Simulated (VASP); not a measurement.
A run of VASP 6.6.1 is set up as follows.

File INCAR:

```
SYSTEM = Al2O3
PREC = Accurate ; ENCUT = 520
EDIFF = 1E-7 ; ISMEAR = 0
SIGMA = 0.02 ; LREAL = .False.
LASPH = .True. ; NELM = 100
ALGO = Fast ; ISIF = 2
LWAVE = .False. ; LCHARG = .False.
GGA = PE ; NBANDS = 35
```

Contents of KPOINTS:

```
regular mesh
0
Gamma
  6 6 6
  0 0 0
```

File POSCAR:

```
Al2O3
1.0
   -2.9248375773      2.9248375773     10.0933742653
    2.9248375773     -2.9248375773     10.0933742653
    2.9248375773      2.9248375773    -10.0933742653
Al O
4 6
Direct
    0.0834288043      0.0834288043      0.0000000000
    0.8334288043      0.3334288043      0.5000000000
    0.9165711957      0.9165711957      0.0000000000
    0.6665711957      0.1665711957      0.5000000000
    0.0000000000      0.0000000000      0.0000000000
    0.3750000000      0.1250000000      0.2500000000
    0.8750000000      0.1250000000      0.7500000000
    0.8750000000      0.1250000000      0.2500000000
    0.8750000000      0.6250000000      0.7500000000
    0.7500000000      0.2500000000      0.5000000000
```

Potentials or basis: VASP PAW PBE potentials, release 64 (Al, O).

Launch:

```bash
$ cat potpaw_PBE.64/Al/POTCAR potpaw_PBE.64/O/POTCAR > POTCAR
$ mpirun -np 1 vasp_std > vasp.out
```

(1) Estimate the band gap on the k mesh.

(2) What does it give for the pressure?

Results:

(1) 3.41 eV, direct.

(2) 0.0 GPa.
